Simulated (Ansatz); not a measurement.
## NaI, space group Fm-3m: a calculation of the elastic constants, step by step

With the Python package of Ansatz (0.2.0).

Contents of `nai.cif`:
```cif
data_NaI
_cell_length_a 4.576961
_cell_length_b 4.576961
_cell_length_c 4.576961
_cell_angle_alpha 60.00000
_cell_angle_beta 60.00000
_cell_angle_gamma 60.00000
_symmetry_space_group_name_H-M 'P 1'
_symmetry_Int_Tables_number 1
loop_
_symmetry_equiv_pos_as_xyz
'x, y, z'
loop_
_atom_site_label
_atom_site_type_symbol
_atom_site_fract_x
_atom_site_fract_y
_atom_site_fract_z
Na1 Na    0.000000    0.000000    0.000000
I2 I    0.500000    0.500000    0.500000
```

Run as a notebook:

In [1]:
```python
import ansatz as az
from ase.io import read
import numpy as np
```

In [2]:
```python
atoms = read("nai.cif")
structure = az.Crystal.from_ase(atoms)
```

In [3]:
```python
job = (
    structure.calculation()
    .functional("pbesol", dispersion="D3(BJ)")
    .occupations("fixed")
    .scf(self_checks="low")
    .kpoints(6, 6, 6)
)
done = job.elastic("relaxed_ion", amplitude=0.003).run()
elastic = done.elastic
```
```text
DeckWarning: basis.ecutwfc = 420 eV, auto-derived from the records' recommended cutoffs: set by Na (normal level)
```

In [4]:
```python
C = np.asarray(elastic.c_gpa)
for i in range(6):
    for j in range(i, 6):
        if abs(C[i, j]) > 0.05:
            print(f"C{i + 1}{j + 1} = {C[i, j]:.1f} GPa")
print("smallest eigenvalue of C:", round(elastic.stability.min_eigenvalue_gpa, 1), "GPa; stable:", elastic.stability.stable)
# averaged moduli need a positive definite tensor
if elastic.stability.min_eigenvalue_gpa > 0:
    m = elastic.moduli
    anisotropy = 5 * m.g_voigt_gpa / m.g_reuss_gpa + m.k_voigt_gpa / m.k_reuss_gpa - 6
    print(f"Voigt K {m.k_voigt_gpa:.1f} G {m.g_voigt_gpa:.1f}; Reuss K {m.k_reuss_gpa:.1f} G {m.g_reuss_gpa:.1f}; universal anisotropy index {anisotropy:.3f}")
```
```text
C11 = 22.9 GPa
C12 = 6.2 GPa
C13 = 7.8 GPa
C14 = -2.2 GPa
C22 = 22.9 GPa
C23 = 7.8 GPa
C24 = 2.2 GPa
C33 = 21.3 GPa
C44 = 9.9 GPa
C55 = 9.9 GPa
C56 = -2.2 GPa
C66 = 8.4 GPa
smallest eigenvalue of C: 6.8 GPa; stable: True
Voigt K 12.3 G 8.7; Reuss K 12.3 G 8.1; universal anisotropy index 0.348
```

Reading the output:
- The settings weren't tested for convergence.
- A positive definite tensor excludes instabilities under uniform strain alone; phonons elsewhere in the zone can still be imaginary.
- The cell stands under -1.7 GPa at these settings.
- The structure is a deposited one; some such entries were measured under pressure or heat, so a shift against it needn't be the functional's error alone.
- Warnings are shown shortened and without file and line.
- The constants belong to the cell that was strained; where it wasn't relaxed first it may be under stress.
- Timing: 34 s on 1 thread of Arm Neoverse V1 (shared host), peak memory 0.5 GiB.

(A comment or docstring line of the script was reworded after the run, the code is as it ran; lines on the test bed's own set-up are left out of the output.)
